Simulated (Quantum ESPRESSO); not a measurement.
## Sb under changes of volume

One of the cells (26.213 Å³/atom); the others are scaled copies at fixed shape and fractional positions:

```xyz
1
Lattice="-1.8713 1.8713 1.8713 1.8713 -1.8713 1.8713 1.8713 1.8713 -1.8713" Properties=species:S:1:pos:R:3 pbc="T T T"
Sb    0.0000    0.0000    0.0000
```

This isn't the form of Sb at room conditions, which is rhombohedral.

```yaml
Program: Quantum ESPRESSO 7.5
Functional: PBE
Potentials_or_basis: SSSP 1.3 efficiency PBE
Cutoff: 748 eV
Density_cutoff: 5987 eV
k_mesh: 10 × 10 × 10
Occupations: fermi-dirac, width 0.05 eV
Spin: no spin polarisation
```

```tsv
volume (Å³/atom)	energy over the lowest point (meV/atom)	pressure (GPa)
24.640	69.29	8.4
25.165	44.85	6.5
25.689	26.20	4.8
26.213	12.86	3.3
26.737	4.34	1.9
27.262	?	?
27.786	0.00	-0.5
```

What does the run at 27.262 Å³/atom give?

Energy over the lowest point 0.19 meV/atom; pressure 0.6 GPa.

Worked out: A Birch-Murnaghan fit of order 3 (a polynomial in V^(-2/3)) to the other rows has its minimum at 27.54 Å³/atom with B0 = V·E''(V) = 61 GPa and B' = 3.8. It gives 0.16 meV/atom at 27.262 Å³/atom, against the run's 0.19, and -dE/dV = 0.6 GPa, against 0.6.

Energies are extrapolated to zero smearing.
